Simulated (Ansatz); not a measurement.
# N: levels along high-symmetry lines

```
N
1.0
     3.62900    0.00000    0.00000
    -1.81450    3.14281    0.00000
     0.00000    0.00000    5.89000
N
2
Direct
  0.33333 0.66667 0.25000
  0.66667 0.33333 0.75000
```

Atom numbers follow the list: N1, N2.

The cell comes from COD entry 1539196, which wasn't checked; take it as a given geometry.

Theory: DFT, PBEsol, all-electron LAPW, scalar-relativistic in Ansatz 0.2.0.

Numerical set-up: a Γ-centred 10×10×5 k mesh, Fermi–Dirac smearing of 0.02 eV, basis error target 0.5 meV/atom, no spin polarisation.

Points in fractions of the reciprocal vectors of this cell: Γ (0, 0, 0), M (0.5, 0, 0), K (0.333, 0.333, 0), A (0, 0, 0.5), L (0.5, 0, 0.5), H (0.333, 0.333, 0.5). The path joins them by straight lines in the order Γ–M–K–Γ–A–L–H–A–L; legs that retrace an earlier one aren't tabulated. Energies are in eV from the Fermi level.

(1) List the levels at M between -14 and -0.5 eV.

(2) List the levels at A between -14 and -0.5 eV.

(3) List the levels at K between -14 and -0.5 eV.

(4) What is the band gap?

## Answers

(1) -11.56, -11.46, -0.82, -0.53.

(2) -11.73 (×2).

(3) -11.49 (×2), -0.59.

(4) none: bands cross the Fermi level, a metal.
